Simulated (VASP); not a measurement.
# Al2O3: relaxation of cell and atoms with LDA

Al2O3:

```
Al O
1.0
     4.61378    0.00000    0.00000
     0.00000    9.56328    0.00000
     0.00000    0.00000    3.11986
Al O
4 6
Direct
  0.98298 0.82457 0.00000
  0.01702 0.17543 0.00000
  0.48297 0.67543 0.50000
  0.51702 0.32457 0.50000
  0.50000 0.50000 0.50000
  0.12363 0.75305 0.50000
  0.37637 0.25305 0.00000
  0.62364 0.74695 0.00000
  0.00000 0.00000 0.00000
  0.87636 0.24695 0.50000
```

Measurements of this composition are mostly on another form, of space group No. 167.

| Quantity | Value |
| --- | --- |
| Program | VASP 6.6.1 |
| Task | relaxation of cell and atoms |
| Functional | LDA |
| Potentials or basis | VASP PAW LDA potentials, release 64 (Al, O) |
| Cutoff | 600 eV |
| k mesh | 5 × 3 × 7 |
| Occupations | fermi-dirac, width 0.05 eV |
| Spin | no spin polarisation |
| Further INCAR settings | ALGO = Normal; EDIFF = 1e-06; IBRION = 2; EDIFFG = -0.02; NSW = 60; ISIF = 3 |

The relaxed volume is 13.16 Å³/atom. The relaxed cell is a = 4.609 Å, b = 9.599 Å, c = 2.974 Å, α = 90.00°, β = 90.00°, γ = 90.00° and the space group after relaxing (to 0.05 Å) is Pnnm (No. 58). The energy gained by relaxing is 29.9 meV/atom and the ionic steps are 54. The pressure after relaxing is 0.1 GPa. The largest force after relaxing is 0.011 eV/Å. The band gap on the k mesh is 3.43 eV, direct.

Forces in eV/Å, atoms in the order of the input:
```
Al   0.003  0.003  0.000
Al  -0.003 -0.003  0.000
Al   0.003 -0.003  0.000
Al  -0.003  0.003  0.000
O    0.000  0.000  0.000
O    0.005  0.009  0.000
O   -0.005  0.009  0.000
O    0.005 -0.009  0.000
O    0.000  0.000  0.000
O   -0.005 -0.009  0.000
```

Stress tensor (GPa, compression positive):
```
-0.04  0.00  0.00
 0.00  0.02  0.00
 0.00  0.00  0.21
```

Step by step:
| step | energy change (eV) | largest force (eV/Å) | pressure (GPa) | volume (Å³) |
| --- | --- | --- | --- | --- |
| 1 | 0.0000 | 0.1943 | -6.07 | 137.66 |
| 3 | -0.1457 | 0.2591 | 0.61 | 131.49 |
| 5 | -0.1635 | 0.3446 | 0.02 | 131.73 |
| 7 | -0.1764 | 0.1480 | 0.02 | 131.92 |
| 9 | -0.1804 | 0.1859 | 0.04 | 132.03 |
| 11 | -0.1855 | 0.1622 | -0.01 | 132.16 |
| 13 | -0.1899 | 0.1093 | -0.11 | 132.41 |
| 15 | -0.1914 | 0.0609 | 0.05 | 132.32 |
| 17 | -0.1929 | 0.1477 | -0.10 | 132.37 |
| 19 | -0.1942 | 0.1340 | -0.07 | 132.36 |
| 21 | -0.1985 | 0.0741 | 0.05 | 132.29 |
| 23 | -0.2021 | 0.0802 | 0.07 | 132.36 |
| 25 | -0.2068 | 0.2725 | -0.98 | 133.76 |
| 27 | -0.2077 | 0.2162 | -0.78 | 133.50 |
| 29 | -0.2123 | 0.1603 | -0.86 | 133.67 |
| 31 | -0.2199 | 0.0909 | -1.24 | 134.34 |
| 33 | -0.2300 | 0.0838 | -0.50 | 133.96 |
| 35 | -0.2396 | 0.1995 | 0.46 | 133.47 |
| 37 | -0.2582 | 0.3991 | -0.79 | 134.19 |
| 39 | -0.2682 | 0.2230 | -0.40 | 133.93 |
| 41 | -0.2828 | 0.1759 | -0.28 | 133.24 |
| 43 | -0.2903 | 0.2642 | -0.03 | 132.27 |
| 45 | -0.2942 | 0.1580 | 0.34 | 131.46 |
| 47 | -0.2965 | 0.0338 | 0.00 | 131.80 |
| 49 | -0.2976 | 0.0603 | -0.29 | 131.97 |
| 51 | -0.2986 | 0.0278 | -0.01 | 131.70 |
| 53 | -0.2988 | 0.0211 | 0.02 | 131.64 |
| 54 | -0.2990 | 0.0106 | 0.06 | 131.59 |

Final structure:
```
Al O
1.0
     4.60907    0.00000    0.00000
     0.00000    9.59861    0.00000
     0.00000    0.00000    2.97440
Al O
4 6
Direct
  0.08071 0.83049 0.00000
  0.91929 0.16951 0.00000
  0.58071 0.66951 0.50000
  0.41929 0.33049 0.50000
  0.50000 0.50000 0.50000
  0.26121 0.77557 0.50000
  0.23879 0.27557 0.00000
  0.76121 0.72443 0.00000
  0.00000 0.00000 0.00000
  0.73879 0.22443 0.50000
```

Levels at points of the mesh, in eV from the valence-band top:
```
           k point  band 22  band 23  band 24  band 25  band 26  band 27
(0.00, 0.00, 0.00)    -0.58    -0.06     0.00     3.43     5.23     6.21
```

Run time: 32 min on 1 thread of Intel(R) Xeon(R) Platinum 8559C (Emerald Rapids) (shared host), peak memory 0.26 GiB.

Caveat: an odd mesh through Γ misses points on the zone boundary, where band edges often lie. LDA gaps usually lie below the measured ones, often by a third to a half.
